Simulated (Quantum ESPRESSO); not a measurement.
# BN in Quantum ESPRESSO: the effect of dispersion

BN:

```
N B
1.0
     0.00000    1.81300    1.81300
     1.81300    0.00000    1.81300
     1.81300    1.81300    0.00000
N B
1 1
Direct
  0.25000 0.25000 0.25000
  0.00000 0.00000 0.00000
```

The cell is a database's computed one.

Alike in all runs:

* Program: Quantum ESPRESSO 7.5
* Task: relaxation of cell and atoms
* Functional: PBEsol
* Potentials or basis: PseudoDojo 0.4.1 SR PBE standard
* Cutoff: 1143 eV
* Density cutoff: 4572 eV
* k mesh: 13 × 13 × 13
* Occupations: fermi-dirac, width 0.05 eV
* Spin: no spin polarisation

Each run relaxes the cell or the atoms first.

```tsv
dispersion	gap on the mesh (eV)	relaxed volume (Å³/atom)
none	4.40	5.87
D3	4.40	5.85
D3(BJ)	4.41	5.82
D4	4.41	5.82
rVV10	?	?
```

What does the run with dispersion rVV10 give?

gap on the mesh 4.30 eV; relaxed volume 5.84 Å³/atom.

Caveats: the potentials were made for another functional, which shifts forces and pressure; an odd mesh through Γ misses points on the zone boundary, where band edges often lie; rVV10's parameter b was fitted to another functional (some runs).
